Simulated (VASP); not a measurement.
# SnO (P4/nmm) in VASP: further runs, part 2 of 2

VASP 6.6.1. The steps go on from the part before.

**7. Equation of state, PBE, 18.84 Å³/atom (volume scaled by 1.06)**

Input file INCAR:

```
  PREC = Accurate
  ENCUT = 520
  EDIFF = 1E-7
  ISMEAR = -1
  SIGMA = 0.05
  LREAL = False
  LASPH = True
  NELM = 60
  ALGO = Normal
  ISIF = 2
  LWAVE = False
  LCHARG = False
  GGA = PE
  NBANDS = 28
```

Input file KPOINTS:

```
regular mesh
0
Gamma
  7 7 6
```

Input file POSCAR:

```
SnO
1.0
    3.8884925471      0.0000000000      0.0000000000
    0.0000000000      3.8884925471      0.0000000000
    0.0000000000      0.0000000000      4.9827594627
Sn O
2 2
Direct
    0.5000000000      0.0000000000      0.7646261400
    0.0000000000      0.5000000000      0.2353738600
    0.0000000000      0.0000000000      0.0000000000
    0.5000000000      0.5000000000      0.0000000000
```

On the command line:

```
> cat potpaw_PBE.64/Sn_d/POTCAR potpaw_PBE.64/O/POTCAR > POTCAR
> mpirun -np 1 vasp_std > vasp.out
```

It took 98 s on 1 thread of Intel Xeon Platinum 8488C (Sapphire Rapids), shared host; peak memory 0.21 GiB.

Results (log left out):

```yaml
Free_energy: -22.7181 eV
Pressure: -1.4 GPa
Largest_force: 0.312 eV/Å
Band_gap_on_the_k_mesh: 0.58 eV, indirect (least direct gap 1.97 eV)
```

Caveat: spin-orbit coupling is left out, which moves the levels of the heavy elements; an odd mesh through Γ misses points on the zone boundary, where band edges often lie.

**8. Equation of state, PBE**

Potentials or basis: VASP PAW PBE potentials, release 64 (Sn_d, O).

This step only gathers the single runs of the series.

What came out:

- Equilibrium volume: 18.55 Å³/atom
- Bulk modulus at fixed shape and positions: 84 GPa
- Pressure derivative of the bulk modulus: 4.3

Energy against volume, from the lowest point:
```csv
volume (Å³/atom),energy (meV/atom)
16.703,58.20
17.058,36.54
17.414,20.41
17.769,9.26
18.125,2.61
18.480,0.00
18.835,1.06
```

Caveat: the cell was scaled at fixed shape and fractional positions, which overstates the stiffness of a crystal with free parameters, most of all of layers and chains.

**9. Equation of state, PBEsol, 16.70 Å³/atom (volume scaled by 0.94)**

Input file INCAR:

```
PREC = Accurate
ENCUT = 520
EDIFF = 1E-7
ISMEAR = -1
SIGMA = 0.05
LREAL = False
LASPH = True
NELM = 80
ALGO = Normal
ISIF = 2
LWAVE = False
LCHARG = False
GGA = PS
NBANDS = 28
```

Input file KPOINTS:

```
Automatic mesh
0
Gamma
  7 7 6
```

Input file POSCAR:

```
SnO
1.0
    3.7358428604      0.0000000000      0.0000000000
    0.0000000000      3.7358428604      0.0000000000
    0.0000000000      0.0000000000      4.7871523832
Sn O
2 2
Direct
    0.5000000000      0.0000000000      0.7646261400
    0.0000000000      0.5000000000      0.2353738600
    0.0000000000      0.0000000000      0.0000000000
    0.5000000000      0.5000000000      0.0000000000
```

Potentials or basis: VASP PAW PBE potentials, release 64 (Sn_d, O).

On the command line:

```
> cat potpaw_PBE.64/Sn_d/POTCAR potpaw_PBE.64/O/POTCAR > POTCAR
> mpirun -np 1 vasp_std > vasp.out
```

Run time: 33 s. Hardware: 1 thread of Intel Xeon 6975P-C (Granite Rapids), shared host; peak memory 0.21 GiB.

It converged, with:

```
Free energy            : -24.1275 eV
Pressure               : 6.3 GPa
Largest force          : 1.108 eV/Å
Band gap on the k mesh : 0.15 eV, indirect (least direct gap 1.93 eV)
```

Caveat: the PAW data sets were made with another functional, which shifts forces and pressure a little; spin-orbit coupling is left out, which moves the levels of the heavy elements; an odd mesh through Γ misses points on the zone boundary, where band edges often lie.

**10. Equation of state, PBEsol, 17.06 Å³/atom (volume scaled by 0.96)**

INCAR is that of step 9.

KPOINTS is that of step 9.

Input file POSCAR:

```
SnO
1.0
    3.7621524798      0.0000000000      0.0000000000
    0.0000000000      3.7621524798      0.0000000000
    0.0000000000      0.0000000000      4.8208658347
Sn O
2 2
Direct
    0.5000000000      0.0000000000      0.7646261400
    0.0000000000      0.5000000000      0.2353738600
    0.0000000000      0.0000000000      0.0000000000
    0.5000000000      0.5000000000      0.0000000000
```

On the command line:

```
> cat potpaw_PBE.64/Sn_d/POTCAR potpaw_PBE.64/O/POTCAR > POTCAR
> mpirun -np 1 vasp_std > vasp.out
```

Wall time 40 s (1 thread of Intel Xeon 6975P-C (Granite Rapids), shared host); peak memory 0.21 GiB.

The run converged. Its results:

```
Free energy            : -24.1741 eV
Pressure               : 3.9 GPa
Largest force          : 0.765 eV/Å
Band gap on the k mesh : 0.22 eV, indirect (least direct gap 1.94 eV)
```

Caveat: the PAW data sets were made with another functional, which shifts forces and pressure a little; spin-orbit coupling is left out, which moves the levels of the heavy elements; an odd mesh through Γ misses points on the zone boundary, where band edges often lie.

**11. Equation of state, PBEsol, 17.41 Å³/atom (volume scaled by 0.98)**

INCAR is that of step 10.

KPOINTS is that of step 10.

Input file POSCAR:

```
SnO
1.0
    3.7880991788      0.0000000000      0.0000000000
    0.0000000000      3.7880991788      0.0000000000
    0.0000000000      0.0000000000      4.8541142359
Sn O
2 2
Direct
    0.5000000000      0.0000000000      0.7646261400
    0.0000000000      0.5000000000      0.2353738600
    0.0000000000      0.0000000000      0.0000000000
    0.5000000000      0.5000000000      0.0000000000
```

On the command line:

```
> cat potpaw_PBE.64/Sn_d/POTCAR potpaw_PBE.64/O/POTCAR > POTCAR
> mpirun -np 1 vasp_std > vasp.out
```

It took 32 s on 1 thread of Intel Xeon 6975P-C (Granite Rapids), shared host; peak memory 0.21 GiB.

It converged, with:

| Property | Result |
| --- | --- |
| Free energy | -24.1999 eV |
| Pressure | 1.7 GPa |
| Largest force | 0.450 eV/Å |
| Band gap on the k mesh | 0.30 eV, indirect (least direct gap 1.95 eV) |

Caveat: the PAW data sets were made with another functional, which shifts forces and pressure a little; spin-orbit coupling is left out, which moves the levels of the heavy elements; an odd mesh through Γ misses points on the zone boundary, where band edges often lie.

**12. Equation of state, PBEsol, 18.12 Å³/atom (volume scaled by 1.02)**

INCAR is that of step 11.

KPOINTS is that of step 11.

Input file POSCAR:

```
SnO
1.0
    3.8389522158      0.0000000000      0.0000000000
    0.0000000000      3.8389522158      0.0000000000
    0.0000000000      0.0000000000      4.9192779074
Sn O
2 2
Direct
    0.5000000000      0.0000000000      0.7646261400
    0.0000000000      0.5000000000      0.2353738600
    0.0000000000      0.0000000000      0.0000000000
    0.5000000000      0.5000000000      0.0000000000
```

Potentials or basis: VASP PAW PBE potentials, release 64 (Sn_d, O).

On the command line:

```
> cat potpaw_PBE.64/Sn_d/POTCAR potpaw_PBE.64/O/POTCAR > POTCAR
> mpirun -np 1 vasp_std > vasp.out
```

Run time: 44 s. Hardware: 1 thread of Intel Xeon 6975P-C (Granite Rapids), shared host; peak memory 0.22 GiB.

Results (log left out):

```yaml
Free_energy: -24.1980 eV
Pressure: -2.1 GPa
Largest_force: 0.109 eV/Å
Band_gap_on_the_k_mesh: 0.43 eV, indirect (least direct gap 1.96 eV)
```

Caveat: the PAW data sets were made with another functional, which shifts forces and pressure a little; spin-orbit coupling is left out, which moves the levels of the heavy elements; an odd mesh through Γ misses points on the zone boundary, where band edges often lie.

**13. Equation of state, PBEsol, 18.48 Å³/atom (volume scaled by 1.04)**

INCAR is that of step 12.

KPOINTS is that of step 12.

Input file POSCAR:

```
SnO
1.0
    3.8638811754      0.0000000000      0.0000000000
    0.0000000000      3.8638811754      0.0000000000
    0.0000000000      0.0000000000      4.9512221655
Sn O
2 2
Direct
    0.5000000000      0.0000000000      0.7646261400
    0.0000000000      0.5000000000      0.2353738600
    0.0000000000      0.0000000000      0.0000000000
    0.5000000000      0.5000000000      0.0000000000
```

On the command line:

```
> cat potpaw_PBE.64/Sn_d/POTCAR potpaw_PBE.64/O/POTCAR > POTCAR
> mpirun -np 1 vasp_std > vasp.out
```

Run time: 45 s. Hardware: 1 thread of Intel Xeon 6975P-C (Granite Rapids), shared host; peak memory 0.22 GiB.

Results (log left out):

```yaml
Free_energy: -24.1737 eV
Pressure: -3.7 GPa
Largest_force: 0.359 eV/Å
Band_gap_on_the_k_mesh: 0.50 eV, indirect (least direct gap 1.94 eV)
```

Caveat: the PAW data sets were made with another functional, which shifts forces and pressure a little; spin-orbit coupling is left out, which moves the levels of the heavy elements; an odd mesh through Γ misses points on the zone boundary, where band edges often lie.

**14. Equation of state, PBEsol, 18.84 Å³/atom (volume scaled by 1.06)**

INCAR is that of step 13.

KPOINTS is that of step 13.

Input file POSCAR:

```
SnO
1.0
    3.8884925471      0.0000000000      0.0000000000
    0.0000000000      3.8884925471      0.0000000000
    0.0000000000      0.0000000000      4.9827594627
Sn O
2 2
Direct
    0.5000000000      0.0000000000      0.7646261400
    0.0000000000      0.5000000000      0.2353738600
    0.0000000000      0.0000000000      0.0000000000
    0.5000000000      0.5000000000      0.0000000000
```

On the command line:

```
> cat potpaw_PBE.64/Sn_d/POTCAR potpaw_PBE.64/O/POTCAR > POTCAR
> mpirun -np 1 vasp_std > vasp.out
```

It took 43 s on 1 thread of Intel Xeon 6975P-C (Granite Rapids), shared host; peak memory 0.22 GiB.

The run converged. Its results:

```
Free energy            : -24.1360 eV
Pressure               : -5.1 GPa
Largest force          : 0.591 eV/Å
Band gap on the k mesh : 0.56 eV, indirect (least direct gap 1.92 eV)
```

Caveat: the PAW data sets were made with another functional, which shifts forces and pressure a little; spin-orbit coupling is left out, which moves the levels of the heavy elements; an odd mesh through Γ misses points on the zone boundary, where band edges often lie.

**15. Equation of state, PBEsol**

Potentials or basis: VASP PAW PBE potentials, release 64 (Sn_d, O).

No new run: the results of the series are fitted here.

Results:

```
Equilibrium volume                        : 17.74 Å³/atom
Bulk modulus at fixed shape and positions : 94 GPa
Pressure derivative of the bulk modulus   : 4.3
```

Energy against volume, from the lowest point:
```tsv
volume (Å³/atom)	energy (meV/atom)
16.703	19.94
17.058	8.31
17.414	1.84
17.769	0.00
18.125	2.33
18.480	8.39
18.835	17.83
```

Caveat: the cell was scaled at fixed shape and fractional positions, which overstates the stiffness of a crystal with free parameters, most of all of layers and chains; the PAW data sets were made with another functional, which shifts forces and pressure a little.
